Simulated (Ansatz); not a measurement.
CuI (zincblende): gap against strain (uniaxial along x, other directions held)

CuI (zincblende), relaxed with r2SCAN in Ansatz 0.2.0, then strained (uniaxial along x, other directions held; changes of length per length, axes as in the cell below) with the atoms relaxed again within the symmetry that is left. It is cubic, F-43m (No. 216); a = 6.024 Å in the conventional setting, 27.33 Å³ an atom. Around Cu lie 4 I at 2.61 Å; around I lie 4 Cu at 2.61 Å. The values are computed, spin-unpolarised, and not measurements.

```yaml
crystal:
  lattice:
    - [0.00000, 3.01203, 3.01203]
    - [3.01203, 0.00000, 3.01203]
    - [3.01203, 3.01203, 0.00000]
  atoms:
    - { symbol: Cu, position: [0.00000, 0.00000, 0.00000] }
    - { symbol: I, position: [0.25000, 0.25000, 0.25000] }
```

Gaps are the least over each mesh (PBE 8×8×8, r2SCAN 8×8×8, HSE06 6×6×6 when unstrained) and the special points, which keep their unstrained names; stress is the change from the unstrained cell, compression positive.

```csv
strain (%),"gap, PBE (eV)","gap, r2SCAN (eV)","gap, HSE06 (eV)","edges, HSE06","stress along the strain, r2SCAN (GPa)","energy rise, r2SCAN (meV/atom)"
-3.39,1.231,1.734,2.700,Γ,+2.01,5.6
-0.5,1.181,1.676,2.674,Γ,+0.28,0.1
-0.31,1.178,1.672,–,–,+0.17,0.0
0.0,1.173,1.667,2.670,Γ,0.00,0.0
+1.54,1.123,1.613,2.628,Γ,-0.84,1.2
+4.0,1.047,1.532,2.564,Γ,-2.07,7.4
```

Q: Estimate the row for a strain of +2.0 %.

A:
```csv
strain (%),"gap, PBE (eV)","gap, r2SCAN (eV)","gap, HSE06 (eV)","edges, HSE06","stress along the strain, r2SCAN (GPa)","energy rise, r2SCAN (meV/atom)"
+2.0,1.109,1.598,2.616,Γ,-1.08,1.9
```

Between zero and the nearest strains the slope of the HSE06 gap against strain is -0.007 eV per percent for negative and -0.027 for positive strain.

Spin-orbit coupling is left out, which matters wherever the heavy atoms make up the band edges.

The meshes of the hybrids are coarse, so their gaps aren't converged to the digits shown.
